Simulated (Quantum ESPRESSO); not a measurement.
# CdSe in Quantum ESPRESSO: the effect of target pressure

The system is CdSe.

```
Cd Se
1.0
     0.00000    3.07027    3.07027
     3.07027    0.00000    3.07027
     3.07027    3.07027    0.00000
Cd Se
1 1
Cartesian
  0.0000 0.0000 0.0000
  1.5351 1.5351 1.5351
```

Measurements of this composition are mostly on another form, of space group No. 186.

Alike in all runs:

| Quantity | Value |
| --- | --- |
| Program | Quantum ESPRESSO 7.5 |
| Task | phonons |
| Functional | LDA |
| Potentials or basis | GBRV 1.5 LDA |
| Cutoff | 612 eV |
| Density cutoff | 4898 eV |
| k mesh | 6 × 6 × 6, shifted |
| Occupations | fermi-dirac, width 0.05 eV |
| Spin | no spin polarisation |

Each run relaxes the cell or the atoms first.

| target pressure | relaxed volume (Å³/atom) | dielectric constant (mean) | highest phonon frequency (cm⁻¹) |
| --- | --- | --- | --- |
| -3 GPa | 28.90 | 8.76 | 157 |
| 0 GPa | ? | ? | ? |
| 3 GPa | 25.92 | 8.22 | 191 |
| 8 GPa | 24.36 | 8.04 | 212 |
| 15 GPa | 22.80 | 7.92 | 236 |

Q: What does the run with target pressure 0 GPa give?

A: Relaxed volume 27.19 Å³/atom; dielectric constant 8.42 mean; highest phonon frequency 176 cm⁻¹.

Worked out: In Murnaghan's law V^(-B') rises as a straight line in P. The other rows fit best with B' = 4.4, V0 = 27.20 Å³/atom and B0 = 56 GPa, which gives 27.20 Å³/atom at 0 GPa, against the run's 27.19. A parabola through the other rows of the dielectric constant, of slope -0.0828  per GPa there, gives 8.47 , against the run's 8.42. A parabola through the other rows of the highest phonon frequency, of slope 5.52 cm⁻¹ per GPa there, gives 175 cm⁻¹, against the run's 176.

Caveats: the cell is more than 3 GPa from zero pressure, which shifts response properties (some runs); the volume moved by over 15 % at a fixed basis, so the end points are rough (some runs).
